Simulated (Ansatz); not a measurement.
The system is Al2O3 (Corundum).

```
Al O
1.0
     2.38025    1.37424    4.33187
    -2.38025    1.37424    4.33187
     0.00000   -2.74848    4.33187
Al O
4 6
Direct
  0.85216 0.85216 0.85216
  0.64784 0.64784 0.64784
  0.14784 0.14784 0.14784
  0.35216 0.35216 0.35216
  0.05668 0.75000 0.44332
  0.75000 0.44332 0.05668
  0.44332 0.05668 0.75000
  0.94332 0.25000 0.55668
  0.25000 0.55668 0.94332
  0.55668 0.94332 0.25000
```

Base run:

| Property | Result |
| --- | --- |
| Program | Ansatz 0.2.0 |
| Functional | RPBE |
| Potentials or basis | Ansatz PAW |
| Cutoff | 420 eV (not typed: the program's choice for these potentials) |
| k mesh | 7 × 7 × 7 |
| Occupations | fermi-dirac, width 0.05 eV |
| Spin | no spin polarisation |

Its results: band gap on the k mesh 6.31 eV, direct; pressure 12.6 GPa; largest force 0.044 eV/Å.

After a change of settings the same cell gave: band gap on the k mesh 6.48 eV, direct; pressure 11.3 GPa; largest force 0.037 eV/Å. Which change was it?
A. functional from RPBE to PBE
B. functional from RPBE to PBEsol
C. functional from RPBE to LDA
D. functional from RPBE to BLYP

D.

Caveats: odd divisions of the mesh miss points on the zone boundary, where band edges often lie, so the gap on the mesh can be too wide; the PAW data sets come from PBE, with cores solved anew for the run's functional, which leaves a small shift of forces and pressure; the density of states is complete only up to the lowest level of the last band computed.
